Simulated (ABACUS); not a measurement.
# Ge (P-1) in ABACUS: convergence with k mesh

Aim: find how far k mesh must go before the results for Ge settle, at PBEsol. This setting moves, with any that are tied to it; all else stays.

All numbers are computed with ABACUS 3.10.1; they aren't measurements. Logs are shortened: lines on timing, memory, paths and dates and some standing lists are left out, and cuts for length are marked.

## Step 1: The cell of the first run

The typed cell holds 1 atom: a = 2.931 Å, b = 2.958 Å, c = 2.911 Å, α = 113.07°, β = 112.89°, γ = 101.91°.

The cell was built by a generator and needn't be a form met in nature.

The cell isn't the ideal one: cell strained at random.

## Step 2: With k mesh 1 × 1 × 1

The input, INPUT:

```
INPUT_PARAMETERS
suffix              Ge
calculation         scf
basis_type          pw
pseudo_dir          ./
symmetry            1
dft_functional      pbesol
ecutwfc             79
pseudo_rcut         7
nspin               1
nbands              11
ks_solver           dav
smearing_method     fd
smearing_sigma      0.00734986
scf_thr             1e-08
scf_nmax            100
mixing_type         broyden
mixing_beta         0.7
cal_force           1
cal_stress          1
```

The input, STRU:

```
ATOMIC_SPECIES
Ge 72.6300 Ge.upf

LATTICE_CONSTANT
1.8897261246

LATTICE_VECTORS
-1.5981600000 1.6238510000 1.8444080000
1.6394370000 -1.6067930000 1.8652040000
1.5970070000 1.6056390000 -1.8297610000

ATOMIC_POSITIONS
Direct

Ge
0.0
1
0.4967380000 0.4856670000 -0.0148500000 1 1 1
```

The input, KPT:

```
K_POINTS
0
Gamma
1 1 1 0 0 0
```

Potentials or basis: PseudoDojo NC SR 0.5 PBE standard, plane waves.

Started as:

```sh
$ OMP_NUM_THREADS=1 mpirun -np 4 abacus > log
```

Run time: 0.58 s. Hardware: 4 MPI ranks of Intel Xeon 6975P-C (Granite Rapids), shared host; peak memory 0.2 GiB.

What came out:

| Item | Value |
| --- | --- |
| Free energy | -2412.1203 eV |
| Pressure | 101.9 GPa |

## Step 3: With k mesh 2 × 2 × 2

INPUT: that of step 2 with these lines changed.

```diff
@@ -20 +20,2 @@
 cal_stress          1
+kpar                4
```

STRU is that of step 2.

The input, KPT:

```
K_POINTS
0
Gamma
2 2 2 0 0 0
```

Potentials or basis: PseudoDojo NC SR 0.5 PBE standard, plane waves.

Started as:

```sh
$ OMP_NUM_THREADS=1 mpirun -np 4 abacus > log
```

Run time: 0.92 s. Hardware: 4 MPI ranks of Intel Xeon 6975P-C (Granite Rapids), shared host; peak memory 0.24 GiB.

Results:

- Free energy: -2426.3677 eV
- Pressure: -13.6 GPa
- Band gap on the k mesh: none (metal or under the smearing width)

## Step 4: With k mesh 3 × 3 × 3

INPUT is that of step 3.

STRU is that of step 3.

The input, KPT:

```
K_POINTS
0
Gamma
3 3 3 0 0 0
```

Started as:

```sh
$ OMP_NUM_THREADS=1 mpirun -np 4 abacus > log
```

It took 1.1 s on 4 MPI ranks of Intel Xeon 6975P-C (Granite Rapids), shared host; peak memory 0.24 GiB.

What came out:

* Free energy: -2424.2670 eV
* Pressure: -9.0 GPa
* Band gap on the k mesh: none (metal or under the smearing width)

## Step 5: With k mesh 4 × 4 × 4

INPUT is that of step 4.

STRU is that of step 4.

The input, KPT:

```
K_POINTS
0
Gamma
4 4 4 0 0 0
```

Started as:

```sh
$ OMP_NUM_THREADS=1 mpirun -np 4 abacus > log
```

Run time: 1.5 s. Hardware: 4 MPI ranks of Intel Xeon 6975P-C (Granite Rapids), shared host; peak memory 0.24 GiB.

Results:

- Free energy: -2424.1385 eV
- Pressure: -4.0 GPa
- Band gap on the k mesh: none (metal or under the smearing width)

## Step 6: With k mesh 6 × 6 × 6

INPUT is that of step 5.

STRU is that of step 5.

The input, KPT:

```
K_POINTS
0
Gamma
6 6 6 0 0 0
```

Potentials or basis: PseudoDojo NC SR 0.5 PBE standard, plane waves.

Started as:

```sh
$ OMP_NUM_THREADS=1 mpirun -np 4 abacus > log
```

It took 2.9 s on 4 MPI ranks of Intel Xeon 6975P-C (Granite Rapids), shared host; peak memory 0.28 GiB.

It converged, with:

| Item | Value |
| --- | --- |
| Free energy | -2424.2516 eV |
| Pressure | -2.9 GPa |
| Band gap on the k mesh | none (metal or under the smearing width) |

## Step 7: With k mesh 7 × 7 × 7

INPUT is that of step 6.

STRU is that of step 6.

The input, KPT:

```
K_POINTS
0
Gamma
7 7 7 0 0 0
```

Started as:

```sh
$ OMP_NUM_THREADS=1 mpirun -np 4 abacus > log
```

It took 4 s on 4 MPI ranks of Intel Xeon 6975P-C (Granite Rapids), shared host; peak memory 0.28 GiB.

It converged, with:

| Property | Result |
| --- | --- |
| Free energy | -2424.2954 eV |
| Pressure | -2.8 GPa |
| Band gap on the k mesh | none (metal or under the smearing width) |

## Step 8: With k mesh 8 × 8 × 8

INPUT is that of step 7.

STRU is that of step 7.

The input, KPT:

```
K_POINTS
0
Gamma
8 8 8 0 0 0
```

Started as:

```sh
$ OMP_NUM_THREADS=1 mpirun -np 4 abacus > log
```

Wall time 5.7 s (4 MPI ranks of Intel Xeon 6975P-C (Granite Rapids), shared host); peak memory 0.32 GiB.

It converged, with:

* Free energy: -2424.2988 eV
* Pressure: -3.9 GPa
* Band gap on the k mesh: none (metal or under the smearing width)

## Step 9: With k mesh 10 × 10 × 10

INPUT is that of step 8.

STRU is that of step 8.

The input, KPT:

```
K_POINTS
0
Gamma
10 10 10 0 0 0
```

Potentials or basis: PseudoDojo NC SR 0.5 PBE standard, plane waves.

Started as:

```sh
$ OMP_NUM_THREADS=1 mpirun -np 4 abacus > log
```

It took 10 s on 4 MPI ranks of Intel Xeon 6975P-C (Granite Rapids), shared host; peak memory 0.36 GiB.

The run converged. Its results:

* Free energy: -2424.2747 eV
* Pressure: -3.6 GPa
* Band gap on the k mesh: none (metal or under the smearing width)

## Step 10: With k mesh 12 × 12 × 12

INPUT is that of step 9.

STRU is that of step 9.

The input, KPT:

```
K_POINTS
0
Gamma
12 12 12 0 0 0
```

Potentials or basis: PseudoDojo NC SR 0.5 PBE standard, plane waves.

Started as:

```sh
$ OMP_NUM_THREADS=1 mpirun -np 4 abacus > log
```

running log:

```text
ABACUS v3.10.1

               Atomic-orbital Based Ab-initio Computation at UStc

 ------------------------------------------------------------------------------------

 READING GENERAL INFORMATION
                           global_out_dir = OUT.Ge/
                           global_in_card = INPUT
                               pseudo_dir = ./
                              orbital_dir =
                                    DSIZE = 4
                                    GSIZE = 1

 READING UNITCELL INFORMATION
                                    ntype = 1
                  lattice constant (Bohr) = 1.88973
              lattice constant (Angstrom) = 1

 READING ATOM TYPE 1
                               atom label = Ge
                      L=0, number of zeta = 1
                      L=1, number of zeta = 1
                      L=2, number of zeta = 1
             number of atom for this type = 1

                        TOTAL ATOM NUMBER = 1
DIRECT COORDINATES
    atom                   x                   y                   z     mag                  vx                  vy                  vz
taud_Ge1            0.4967380000        0.4856670000        0.9851500000  0.0000        0.0000000000        0.0000000000        0.0000000000

                          Volume (Bohr^3) = 130.808
                             Volume (A^3) = 19.3838

 Lattice vectors: (Cartesian coordinate: in unit of a_0)
             -1.59816            +1.62385            +1.84441
             +1.63944            -1.60679             +1.8652
             +1.59701            +1.60564            -1.82976
 Reciprocal vectors: (Cartesian coordinate: in unit of 2 pi/a_0)
          -0.00282696           +0.308429           +0.268183
            +0.306066         -0.00109791           +0.266169
            +0.309145           +0.309779         -0.00486433
 The esolver type has been set to : ksdft_pw

                PAO radial cut off (Bohr) = 7

 Read in pseudopotential file is Ge.upf
                     pseudopotential type = NC
          exchange-correlation functional = PBE
                 nonlocal core correction = 1
                        valence electrons = 14
                                     lmax = 2
                           number of zeta = 3
                     number of projectors = 6
                           L of projector = 0
                           L of projector = 0
                           L of projector = 1
                           L of projector = 1
                           L of projector = 2
                           L of projector = 2
 XC functional updated to : pbesol
          exchange-correlation functional = PBESOL
     initial pseudo atomic orbital number = 9

 SETUP THE ELECTRONS NUMBER
            electron number of element Ge = 14
      total electron number of element Ge = 14
            AUTOSET number of electrons:  = 14
                           occupied bands = 7
                                   NBANDS = 11
                                   NLOCAL = 9

[... 152 lines left out ...]
 projector 1 L=0
 projector 2 L=0
 projector 3 L=1
 projector 4 L=1
 projector 5 L=2
 projector 6 L=2
      TOTAL NUMBER OF NONLOCAL PROJECTORS = 18

 Init Non-Local PseudoPotential table :
 Init Non-Local-Pseudopotential done.

                                     npwx = 1566

 Make real space PAO into reciprocal space.
       max mesh points in Pseudopotential = 701
     dq(describe PAO in reciprocal space) = 0.01
                                    max q = 1071

 number of pseudo atomic orbitals for Ge is 3
WARNING: norm of atomic wavefunction # 2 of atomic type Ge is 0.999918, renormalized
WARNING: norm of atomic wavefunction # 3 of atomic type Ge is 0.995229, renormalized

 -------------------------------------------
 SELF-CONSISTENT
 -------------------------------------------
                                 init_chg = atomic

 PW ALGORITHM --------------- ION=   1  ELEC=   1--------------------------------
 Notice: Threshold on eigenvalues was too large.
 hsover_error=0.14 > DRHO=0.00550705
 Origin diag ethr = 0.01
 New diag ethr = 3.9336e-05

 Density error is 0.00576913576879
                          Error Threshold = 3.93360411299e-05
----------------------------------------------------------
     Energy           Rydberg                 eV
----------------------------------------------------------
 E_KohnSham     -178.1795488191      -2424.2571310089
 E_Harris       -178.9926213314      -2435.3195500630
 E_Fermi        0.8714910907         11.8572445894
----------------------------------------------------------
[... 51 lines left out ...]
 Density error is 1.16204412258e-09
                          Error Threshold = 1.53249011154e-10
----------------------------------------------------------
     Energy           Rydberg                 eV
----------------------------------------------------------
 E_KohnSham     -178.1805108417      -2424.2702199972
 E_KS(sigma->0) -178.1798759499      -2424.2615818523
 E_Harris       -178.1808648050      -2424.2750359152
 E_band         -7.5358158272        -102.5300343282
 E_one_elec     -68.4357010321       -931.1154806617
 E_Hartree      44.8962723488        610.8451229034
 E_xc           -43.1362093892       -586.8982378137
 E_Ewald        -111.5036029857      -1517.0843481354
 E_entropy(-TS) -0.0012697834        -0.0172762899
 E_descf        0.0000000000         0.0000000000
 E_exx          0.0000000000         0.0000000000
 E_Fermi        0.8645435799         11.7627188562
----------------------------------------------------------

 charge density convergence is achieved
 final etot is -2424.27022 eV
 EFERMI = 11.762718856 eV

 STATE ENERGY(eV) AND OCCUPATIONS    NSPIN == 1
 1/217 kpoint (Cartesian) = 0.0000 0.0000 0.0000 (1547 pws)
       1       -12.8703     0.00115741
       2       -12.8678     0.00115741
       3       -12.8480     0.00115741
       4       -12.8109     0.00115741
       5       -12.7767     0.00115741
       6       -1.24886     0.00115741
       7        20.1160    6.10511e-40
       8        20.6025    4.70624e-42
       9        20.7780    8.14297e-43
      10        25.4501    4.16753e-63
      11        25.6066    8.71557e-64
[... 53 lines left out ...]
 6/217 kpoint (Cartesian) = -0.0011779 0.12851 0.11174 (1551 pws)
       1       -12.8842     0.00231481
       2       -12.8559     0.00231481
       3       -12.8095     0.00231481
       4       -12.7811     0.00231481
       5       -12.7538     0.00231481
       6        2.89420     0.00231481
       7        7.74937     0.00231481
       8        16.9272    8.61799e-26
       9        19.1479    1.95460e-35
      10        21.9925    8.65110e-48
      11        22.6090    1.81765e-50

[... levels at 211 further k points ...]

------------------------------------------------------------------------------------------
 TOTAL-FORCE (eV/Angstrom)
------------------------------------------------------------------------------------------
                       Ge1         0.0000000000         0.0000000000         0.0000000000
------------------------------------------------------------------------------------------

----------------------------------------------------------------
 TOTAL-STRESS (KBAR)
----------------------------------------------------------------
       -31.8930500227         0.4141355750         0.7998260588
         0.4141355750       -32.3733530363        -0.1259894408
         0.7998260588        -0.1259894408       -26.1182877830
----------------------------------------------------------------
 TOTAL-PRESSURE: -30.128230 KBAR

 --------------------------------------------
 !FINAL_ETOT_IS -2424.2702199972181916 eV
 --------------------------------------------
```

Wall time 17 s (4 MPI ranks of Intel Xeon 6975P-C (Granite Rapids), shared host); peak memory 0.48 GiB.

Results:

```yaml
Free_energy: -2424.2702 eV
Pressure: -3.0 GPa
Band_gap_on_the_k_mesh: none (metal or under the smearing width)
```

## Step 11: The series at a glance

| k mesh | energy less the tightest run, at zero smearing (meV/atom) | pressure (GPa) | SCF cycles | CPU time (s) |
| --- | --- | --- | --- | --- |
| 1 × 1 × 1 | 12292.82 | 101.90 | 11 | 1.9 |
| 2 × 2 × 2 | -2088.90 | -13.60 | 6 | 3.2 |
| 3 × 3 × 3 | 13.43 | -9.01 | 6 | 3.9 |
| 4 × 4 × 4 | 142.55 | -4.03 | 6 | 5.4 |
| 6 × 6 × 6 | 17.18 | -2.87 | 6 | 11 |
| 7 × 7 × 7 | -26.42 | -2.77 | 6 | 15 |
| 8 × 8 × 8 | -31.27 | -3.94 | 6 | 22 |
| 10 × 10 × 10 | -6.02 | -3.57 | 6 | 40 |
| 12 × 12 × 12 | 0.00 | -3.01 | 6 | 67 |

Not settled before the last step: the energy (to 1 meV/atom), the pressure (to 0.1 GPa). Meshes of other sizes hit other points, so gaps and Fermi surfaces needn't settle smoothly. The tightest run that finished is the yardstick and may itself not be fully converged.

Caveats: the potentials were made for another functional, which shifts forces and pressure.
